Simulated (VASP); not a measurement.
A run of VASP 6.6.1:

File INCAR:

```
SYSTEM = LiNbO3
  ALGO = Normal
  EDIFF = 1E-7
  EDIFFG = -0.005
  ENCUT = 600
  IBRION = 2
  ISIF = 3
  ISMEAR = 0
  KPAR = 4
  LASPH = .TRUE.
  LCHARG = .FALSE.
  LREAL = .FALSE.
  LWAVE = .FALSE.
  NELM = 80
  NSW = 90
  PREC = Accurate
  SIGMA = 0.03
```

Contents of KPOINTS:

```
k-points
0
G
  6 6 6
  0 0 0
```

The input POSCAR:

```
LiNbO3                                  
1.0
    2.5324026703      1.4620833634      4.5581231949
   -2.5324026703      1.4620833634      4.5581231949
    0.0000000000     -2.9241667268      4.5581231949
  Li              Nb              O             
     2     2     6
Direct
     0.2817559817171740    0.2817559817171740    0.2817559817171740
     0.7817559817171738    0.7817559817171738    0.7817559817171738
     0.9981737280245826    0.9981737280245826    0.9981737280245826
     0.4981737280245826    0.4981737280245826    0.4981737280245826
     0.1064227292600730    0.3672289012802676    0.7182336597179021
     0.7182336597179021    0.1064227292600729    0.3672289012802677
     0.3672289012802676    0.7182336597179022    0.1064227292600728
     0.2182336597179024    0.8672289012802679    0.6064227292600727
     0.8672289012802679    0.6064227292600730    0.2182336597179023
     0.6064227292600728    0.2182336597179023    0.8672289012802680
```

Potentials or basis: VASP PAW LDA potentials, release 64 (Li_sv, Nb_sv, O).

Launch:

```console
$ cat potpaw_LDA.64/Li_sv/POTCAR potpaw_LDA.64/Nb_sv/POTCAR potpaw_LDA.64/O/POTCAR > POTCAR
$ mpirun -np 4 vasp_std > vasp.out
```

Hardware: 4 MPI ranks on Intel(R) Xeon(R) Platinum 8488C (Sapphire Rapids), with other jobs on the host.

How long does it take, and how much memory?

It took 3 min on 4 MPI ranks on Intel(R) Xeon(R) Platinum 8488C (Sapphire Rapids) (shared host), peak memory 0.35 GiB a rank. Counts: scf iterations 44, k points 32, ion steps 7.
